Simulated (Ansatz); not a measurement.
Base system: AgI in the zinc blende structure (space group F-43m, No. 216).

AgI is taken in the cubic space group F-43m (No. 216), the zinc blende structure, Pearson symbol cF8. Cell: a = 6.4498 Å, b = 6.4498 Å, c = 6.4498 Å, α = 90.00°, β = 90.00°, γ = 90.00°. Ag on 4a sees 4 I at 2.793 Å (tetrahedral). I on 4d is surrounded by 4 Ag at 2.793 Å (tetrahedral). (Neighbours: up to the widest gap in distance over summed covalent radii, below 1.35, at either atom; cation-cation and far metal-metal contacts left out.)
(The calculation used a cell of 2 atoms; values per cell refer to that cell.)

Levels (all Ansatz, a quantum-chemistry and plane-wave program, PAW): PBEsol (420 eV, without spin-orbit coupling); HSE06+SOC (420 eV, spin-orbit coupling included).

The geometry is relaxed with PBEsol.

| Item | Value |
|---|---|
| PBEsol valence-band top at Γ | 0.00, 0.00, 0.00 eV |
| PBEsol band gap | 1.20 eV |

Task: What does HSE06+SOC give at this geometry for the valence-band top at Γ and band gap?

Result: The valence-band top at Γ (three highest Kramers pairs, from the VBM) changes from 0.00, 0.00, 0.00 eV to 0.00, 0.00, -0.79 eV; the band gap goes up by 1.017 eV to 2.21 eV. The threefold valence maximum splits by Δso ≈ 0.79 eV.

Single points use the geometry relaxed with PBEsol. The spin-orbit shifts are approximate. With I present, leaving out spin-orbit coupling can change the band edges. Whether these cells are dynamically stable was not tested.
